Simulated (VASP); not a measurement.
# C: relaxation of the atoms with PBEsol

The system is C.

```
CELL_PARAMETERS angstrom
0.00000 1.76552 1.76552
1.76552 0.00000 1.76552
1.76552 1.76552 0.00000
ATOMIC_POSITIONS crystal
C 0.00000 0.00000 0.00000
C 0.25000 0.25000 0.25000
```

This isn't the form of C at room conditions, which is graphite.

The cell isn't the ideal one: a relaxed cell with its volume scaled by 0.98.

```
Program                : VASP 6.6.1
Task                   : relaxation of the atoms
Functional             : PBEsol
Potentials or basis    : VASP PAW PBE potentials, release 64 (C)
Cutoff                 : 600 eV
k mesh                 : 14 × 14 × 14
Occupations            : gaussian, width 0.03 eV
Spin                   : no spin polarisation
Further INCAR settings : ALGO = Normal; EDIFF = 1e-07; IBRION = 2; EDIFFG = -0.01; NSW = 40
```

The pressure after relaxing is 9.5 GPa and the band gap on the k mesh is 4.07 eV, indirect (least direct gap 5.62 eV).

Final structure:
```
C
1.0
     0.00000    1.76552    1.76552
     1.76552    0.00000    1.76552
     1.76552    1.76552    0.00000
C
2
Direct
  0.00000 0.00000 0.00000
  0.25000 0.25000 0.25000
```

Levels at points of the mesh, in eV from the valence-band top:
```tsv
k point	band 1	band 2	band 3	band 4	band 5	band 6	band 7	band 8
(0.00, 0.00, 0.00)	-21.93	0.00	0.00	0.00	5.62	5.62	5.62	14.06
(0.50, 0.00, 0.00)	-15.92	-13.81	-2.89	-2.89	8.51	8.51	9.25	15.76
(0.50, 0.50, 0.00)	-12.99	-12.99	-6.52	-6.52	4.66	4.66	17.25	17.25
```

Wall time 4.3 s on 1 thread of Intel(R) Xeon(R) 6975P-C (Granite Rapids) (shared host), peak memory 0.12 GiB.

Caveat: the relaxation stopped at its first step, so nothing moved; the PAW data sets were made with another functional, which shifts forces and pressure a little. A k mesh can miss the band edges.
